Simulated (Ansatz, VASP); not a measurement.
## One calculation of PbO2, two programs

```
Pb O
1.0
     2.71173   -2.72873    0.00000
     2.71173    2.72873    0.00000
     0.00000    0.00000    5.38405
Pb O
2 4
Direct
  0.74999 0.25001 0.83329
  0.25001 0.74999 0.33329
  0.28005 0.21993 0.08330
  0.71995 0.78007 0.58330
  0.21993 0.28005 0.58330
  0.78007 0.71995 0.08330
```

Alike in both runs: functional PBE; k mesh 4 × 4 × 4; occupations gaussian, width 0.1 eV; no spin polarisation.

Ansatz relaxed the structure, and its values are those at the end. VASP's run is a single point on that final structure, the one shown.

```csv
,VASP,Ansatz
version,VASP 6.6.1,Ansatz 0.2.0
potentials or method,"VASP PAW PBE potentials, release 64 (Pb_d, O)","scalar-relativistic, plane waves, PAW"
plane-wave cutoff (eV),520,420
valence electrons in the cell,52,52
```

|  | VASP | Ansatz | Ansatz less VASP |
| --- | --- | --- | --- |
| gap on the k mesh at the Fermi level (eV) | none | none | - |
| pressure (GPa) | 0.2 | 0.0 | -0.20 |
| rms of the force components (eV/Å) | 0.007 | 0.000 | -0.0069 |

A gap of «none» marks a metal or a gap that the smearing closes.

Caveats: the k mesh is coarse (spacing up to 0.41 Å⁻¹), so the values aren't converged. Spin-orbit coupling is left out, which matters for the levels of Pb.
